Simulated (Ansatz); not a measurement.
The system is Tc.

```
CELL_PARAMETERS angstrom
0.00000 1.95000 1.95000
1.95000 0.00000 1.95000
1.95000 1.95000 0.00000
ATOMIC_POSITIONS crystal
Tc 0.00000 0.00000 0.00000
```

This isn't the form of Tc at room conditions, which is hcp.

| Quantity | Value |
| --- | --- |
| Program | Ansatz 0.2.0 |
| Task | relaxation of cell and atoms |
| Functional | PBE |
| Dispersion | D3(BJ) |
| Potentials or basis | Ansatz PAW earlier set |
| Cutoff | 500 eV (not typed: the program's choice for these potentials) |
| k mesh | 12 × 12 × 12 |
| Occupations | fermi-dirac, width 0.05 eV |
| Spin | no spin polarisation |

At the start: volume 14.83 Å³/atom.

**Question.** Where does the relaxation end?

**Answer.** It ends after 5 steps and the volume is 14.16 Å³/atom (-4.5 %); space group Fm-3m (No. 225, to 0.05 Å).

Step by step:
```tsv
step	energy change (eV)	largest force (eV/Å)	volume (Å³)
1	0.0000	0.0000	14.83
2	-0.0281	0.0000	14.24
3	-0.0286	0.0000	14.15
4	-0.0286	0.0000	14.16
5	-0.0286	0.0000	14.16
```

Final structure:
```
Tc
1.0
     0.00000    1.92022    1.92022
     1.92022    0.00000    1.92022
     1.92022    1.92022    0.00000
Tc
1
Direct
  0.00000 0.00000 0.00000
```

Caveat: the plane-wave basis is chosen anew once the cell has moved, so the energies of steps on either side of that aren't comparable; pairwise dispersion overbinds metals, which lowers pressure and volume.
